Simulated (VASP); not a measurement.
# BN (Qingsongite): zone-centre modes, functional by functional, part 3 of 3

How much do the zone-centre frequencies of BN (Qingsongite) depend on the functional? The starting structure is a measured crystal structure from the Crystallography Open Database.

VASP 6.6.1.

Results so far: LDA T2 1067.2 cm⁻¹; LDA at the measured cell T2 1033.3 cm⁻¹; PBEsol T2 1050.7 cm⁻¹; PBE T2 1030.7 cm⁻¹; PBEsol + D3(BJ) T2 1063.8 cm⁻¹; r2SCAN T2 1040.9 cm⁻¹.

**8. Modes with r2SCAN + rVV10**

Level of this step: r2SCAN with rVV10; plane waves and PAW (N, B) (VASP).

rVV10 adds a nonlocal correlation energy for dispersion. The cell comes from a relaxation at this level, not shown (11.76 Å³).

The input, INCAR:

```
SYSTEM = BN
PREC = Accurate
ENCUT = 520
EDIFF = 1E-08
NELM = 100
ISMEAR = 0
SIGMA = 0.03
LREAL = .FALSE.
ALGO = Normal
METAGGA = R2SCAN
LUSE_VDW = .TRUE.
IVDW_NL = 2
BPARAM = 11.95
CPARAM = 0.0093
LASPH = .TRUE.
NBANDS = 10
LORBIT = 11
LWAVE = .FALSE.
LCHARG = .FALSE.
KPAR = 2
IBRION = 6
NFREE = 2
POTIM = 0.015
NSW = 1
ISIF = 2
```

The input, POSCAR:

```
BN
1.0
    0.0000000000      1.8051735684      1.8051735684
    1.8051735684      0.0000000000      1.8051735684
    1.8051735684      1.8051735684      0.0000000000
N B
1 1
Direct
    0.7500000000      0.7500000000      0.7500000000
    0.0000000000      0.0000000000      0.0000000000
```

The input, KPOINTS:

```
Automatic mesh
0
Gamma
14 14 14
0 0 0
```

Potentials, in the order of the species: N and B (PBE family, release 64).

Launch:

```sh
$ mpirun -np 2 vasp_std
```

What it wrote:

```text
[banner, memory and clock lines left out]
running    2 mpi-ranks, on    1 nodes
[...]
|                                                                             |
|               ----> ADVICE to this user running VASP <----                  |
|                                                                             |
|     You have switched on vdW-DFT.                                           |
|     This routine was written and supplied by Jiri Klimes. We recommend      |
|     that you carefully read and cite the following publications:            |
|       J. Klimes, D.R. Bowler, A. Michelides                                 |
|          J. Phys.: Cond Matt. 22 022201 (2010)                              |
|       J. Klimes, D.R. Bowler, A. Michelides                                 |
|          Phys. Rev. B. 83, 195131 (2011)                                    |
|     and references therein.                                                 |
|                                                                             |

[...]
Total rVV10 correction in eV:      0.0990515     8.1610038
Total rVV10 correction in eV:      0.0990515     8.1610038
DAV:  13    -0.190723552128E+02   -0.91424E-07   -0.27773E-07  2320   0.360E-03    0.890E-04
Total rVV10 correction in eV:      0.0990502     8.1610038
Total rVV10 correction in eV:      0.0990502     8.1610038
DAV:  14    -0.190723552390E+02   -0.26262E-07   -0.12450E-08  1290   0.105E-03    0.309E-04
Total rVV10 correction in eV:      0.0990497     8.1610038
Total rVV10 correction in eV:      0.0990497     8.1610038
DAV:  15    -0.190723552377E+02    0.13410E-08   -0.11937E-09  1156   0.303E-04
Total rVV10 correction in eV:      0.0990496     8.1610038
Total rVV10 correction in eV:      0.0990496     8.1610038
Total rVV10 correction in eV:      0.0990496     8.1610038
Total rVV10 correction in eV:      0.0990496     8.1610038
   1 F= -.19072355E+02 E0= -.19072355E+02  d E =-.916587E-23
[... from here on, the cycles between the ionic steps are left out ...]
   2 F= -.19069604E+02 E0= -.19069604E+02  d E =-.213574E-31
   3 F= -.19069604E+02 E0= -.19069604E+02  d E =-.212637E-31
   4 F= -.19069603E+02 E0= -.19069603E+02  d E =-.213629E-31
   5 F= -.19069603E+02 E0= -.19069603E+02  d E =-.213727E-31
 Finite differences progress:
  Degree of freedom:   2/  2
  Displacement:        2/  2
  Total:               4/  4
```

Wall time 2.9 min (2 MPI ranks of Intel Xeon 6975P-C (Granite Rapids), shared host); peak memory 0.43 GiB.

From OUTCAR (step 8):

```text
  Total        0.0038750      0.0060480      0.0060480      0.0000000      0.0173660      0.0000000
  in kB        0.5277073      0.8236363      0.8236363      0.0000000      2.3649649      0.0000000
  external PRESSURE =       0.7249933 kB  Pullay stress =       0.0000000 kB

 POSITION                                       TOTAL-FORCE (eV/Angst)
 -----------------------------------------------------------------------------------
      2.70776      2.70776      2.70776        -0.366871      0.000000      0.000000
     -0.01500      0.00000      0.00000         0.366871      0.000000      0.000000
 -----------------------------------------------------------------------------------
    total drift:                                0.000060     -0.000001     -0.000001

  FREE ENERGIE OF THE ION-ELECTRON SYSTEM (eV)
  ---------------------------------------------------
  free  energy   TOTEN  =       -19.0696031211 eV

  energy  without entropy=      -19.0696031211  energy(sigma->0) =      -19.06960312

[... 1 part as in an earlier step ...]

[... 2 further parts left out ...]
[key lines of the parts left out:]
E-fermi :   7.6652
```

With r2SCAN + rVV10 the mode is T2 1044.1 cm⁻¹, -23.1 cm⁻¹ from LDA.

**9. Modes with HSE06**

HSE06 mixes in a quarter of exact exchange at short range, at far higher cost; in semiconductors this cures much of the gap error, while metals seldom gain. This run uses a 10×10×10 mesh. The cell comes from a relaxation at this level, not shown (11.64 Å³). Its starting orbitals come from a semilocal run on the same mesh, not shown.

INCAR: that of step 8 with these lines changed.

```diff
@@ -9,9 +9,9 @@
 ALGO = Normal
-METAGGA = R2SCAN
-LUSE_VDW = .TRUE.
-IVDW_NL = 2
-BPARAM = 11.95
-CPARAM = 0.0093
+LHFCALC = .TRUE.
+AEXX = 0.25
+GGA = PE
+HFSCREEN = 0.2
 LASPH = .TRUE.
 NBANDS = 10
+PRECFOCK = Fast
 LORBIT = 11
```

The input, POSCAR:

```
BN
1.0
    0.0000000000      1.7989314911      1.7989314911
    1.7989314911      0.0000000000      1.7989314911
    1.7989314911      1.7989314911      0.0000000000
N B
1 1
Direct
    0.7500000000      0.7500000000      0.7500000000
    0.0000000000      0.0000000000      0.0000000000
```

The input, KPOINTS:

```
Automatic mesh
0
Gamma
10 10 10
0 0 0
```

Launch:

```sh
$ mpirun -np 2 vasp_std
```

What it wrote:

```text
[banner, memory and clock lines left out]
running    2 mpi-ranks, on    1 nodes
[...]
LDA part: xc-table for (Slater+PW92), standard interpolation
 found WAVECAR, reading the header
 POSCAR, INCAR and KPOINTS ok, starting setup
[...]
reading WAVECAR
 the WAVECAR file was read successfully
 initial charge from wavefunction
 entering main loop
       N       E                     dE             d eps       ncg     rms          rms(c)
DAV:   1    -0.203651105215E+02   -0.20365E+02   -0.33947E-01  1030   0.468E+00    0.478E-01
DAV:   2    -0.203644915981E+02    0.61892E-03   -0.73086E-03  1090   0.849E-01    0.289E-01
DAV:   3    -0.203640407908E+02    0.45081E-03   -0.30360E-03  1112   0.345E-01    0.176E-01
DAV:   4    -0.203640582152E+02   -0.17424E-04   -0.20586E-04  1058   0.103E-01    0.113E-01
[...]
DAV:  12    -0.203640114963E+02   -0.13955E-07   -0.64691E-09   534   0.880E-04    0.135E-03
DAV:  13    -0.203640115070E+02   -0.10746E-07   -0.27551E-09   488   0.590E-04    0.801E-04
[...]
hard stop encountered!  aborting job ...
|                                                                             |
|           W    W    AA    RRRRR   N    N  II  N    N   GGGG   !!!           |
|           W    W   A  A   R    R  NN   N  II  NN   N  G    G  !!!           |
|           W    W  A    A  R    R  N N  N  II  N N  N  G       !!!           |
|           W WW W  AAAAAA  RRRRR   N  N N  II  N  N N  G  GGG   !            |
|           WW  WW  A    A  R   R   N   NN  II  N   NN  G    G                |
|           W    W  A    A  R    R  N    N  II  N    N   GGGG   !!!           |
|                                                                             |
|     The electronic self-consistency was not achieved in the given           |
|     number of steps (NELM). The forces and other quantities evaluated       |
|     might not be reliable so examine the results carefully. If you find     |
|     spurious results, we suggest increasing NELM, if you were close to      |
|     convergence or switching to a different ALGO or adjusting the           |
|     density mixing parameters otherwise.                                    |
|                                                                             |

 soft stop encountered!  aborting job ...
```

It took 61 min on 2 MPI ranks.

The run was stopped at its time limit.

**10. Comparison**

| run | ended | T2 | method | core minutes |
| --- | --- | --- | --- | --- |
| LDA | converged | 1067.2 | perturbation theory | 3.1 |
| LDA at the measured cell | converged | 1033.3 | perturbation theory | 2.63 |
| PBEsol | converged | 1050.7 | perturbation theory | 3.57 |
| PBE | converged | 1030.7 | perturbation theory | 3.33 |
| PBEsol + D3(BJ) | converged | 1063.8 | finite displacements | 1.33 |
| r2SCAN | converged | 1040.9 | finite displacements | 5.03 |
| r2SCAN + rVV10 | converged | 1044.1 | finite displacements | 5.77 |
| HSE06 | cut off by time | - | finite displacements | 122.0 |

Modes are in cm⁻¹, degenerate ones as one, matched between runs by symmetry and order. A number in brackets counts the listed modes of one symmetry from the lowest. The symmetry labels come from an automatic analysis and can be wrong where levels nearly coincide. Core minutes are wall time times ranks of the run shown, on a shared host.

**11. Outcome**

```yaml
t2_lda: 1067.2 cm⁻¹
t2_lda_at_the_measured_cell: 1033.3 cm⁻¹
t2_pbesol: 1050.7 cm⁻¹
t2_pbe: 1030.7 cm⁻¹
t2_pbesol_d3_bj: 1063.8 cm⁻¹
t2_r2scan: 1040.9 cm⁻¹
t2_r2scan_rvv10: 1044.1 cm⁻¹
```

In words: On the cells relaxed at each level, the T2 mode of BN (Qingsongite) lies between 1031 cm⁻¹ (PBE) and 1067 cm⁻¹ (LDA). Taking the measured cell, +2.7 % in volume, instead of the one relaxed with LDA moves T2 by -33.9 cm⁻¹. Some levels use perturbation theory and the others finite displacements, so their times can't be compared. LASPH is on in some of these runs and off in others, which adds a little to the differences. The dielectric constants and Born charges in the logs aren't compared here; at a small gap they can be far off, and in a run without a gap they mean nothing. The frequencies are harmonic, and the splitting of polar modes by their long-range field is left out. No result to use came from HSE06. Further runs on this material are not shown.

[Lines on the potential files, build, host, timing and source positions are cut from VASP's logs without a mark.]

[Logs are printed without paths, hosts, clocks, repeated set-up lines and the standing remarks that a program may print on its own settings, such as how far it seeks lower states.]

[Hosts, paths, dates, database ids (printed as entryN), source tags and the programs' standing remarks are cut or masked in the printed files.]
